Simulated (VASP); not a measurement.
Write the native input for VASP 6.6.1 that does the following.

- Task: relaxation of cell and atoms
- Functional: PBE
- Potentials or basis: VASP PAW PBE potentials, release 64 (Ti_sv, S)
- Cutoff: 600 eV
- k mesh: 12 × 12 × 7
- Occupations: methfessel-paxton, width 0.1 eV
- Spin: no spin polarisation
- Further INCAR settings: ALGO = Normal; EDIFF = 1e-07; IBRION = 2; EDIFFG = -0.005; NSW = 90; ISIF = 3

The structure of TiS2 lies in POSCAR:

```
TiS2                                    
1.0
    3.4149576273     -0.0000000000     -0.0000000000
   -1.7074788137      2.9574400581     -0.0000000000
    0.0000000000      0.0000000000      6.4713185499
  Ti              S             
     1     2
Direct
     0.0000000000000000    1.0000000000000000    1.0000000000000000
     0.3333333332999970    0.6666666667000030    0.2193456111853331
     0.6666666667000030    0.3333333332999970    0.7806543888146668
```

These files were run (other wordings do the same):

INCAR

```
PREC     = Accurate       # precision mode
ENCUT    = 600            # plane-wave cutoff, eV
EDIFF    = 1E-7           # SCF threshold, eV
ISMEAR   = 1              # smearing method
SIGMA    = 0.1            # smearing width, eV
LREAL    = False          # projectors in reciprocal space
LASPH    = True           # aspherical terms in the spheres
NELM     = 80             # most SCF steps
ALGO     = Normal         # electronic algorithm
ISIF     = 3              # what is computed and relaxed
LWAVE    = False          # write WAVECAR
LCHARG   = False          # write CHGCAR
GGA      = PE             # functional
IBRION   = 2              # ionic algorithm
NSW      = 90             # ionic steps
EDIFFG   = -0.005         # ionic threshold
```

KPOINTS

```
regular mesh
0
Gamma
  12 12 7
```

Potentials or basis: VASP PAW PBE potentials, release 64 (Ti_sv, S).

Command:

```bash
$ cat potpaw_PBE.64/Ti_sv/POTCAR potpaw_PBE.64/S/POTCAR > POTCAR
$ mpirun -np 1 vasp_std > vasp.out
```

Results of the run:

```
Relaxed volume                         : 21.77 Å³/atom
Relaxed cell                           : a = 3.413 Å, b = 3.413 Å, c = 6.475 Å, α = 90.00°, β = 90.00°, γ = 120.00°
Space group after relaxing (to 0.05 Å) : P-3m1 (No. 164)
Energy gained by relaxing              : 0.0 meV/atom
Ionic steps                            : 4
Pressure after relaxing                : 0.0 GPa
Band gap on the k mesh                 : none (metal or under the smearing width)
```

Caveat: this functional lacks dispersion, which binds the layers, so the pressure and a relaxed spacing across them are unreliable.

It took 3.1 min on 1 thread of AMD EPYC 9R45 (Zen 5) (shared host), peak memory 0.27 GiB.
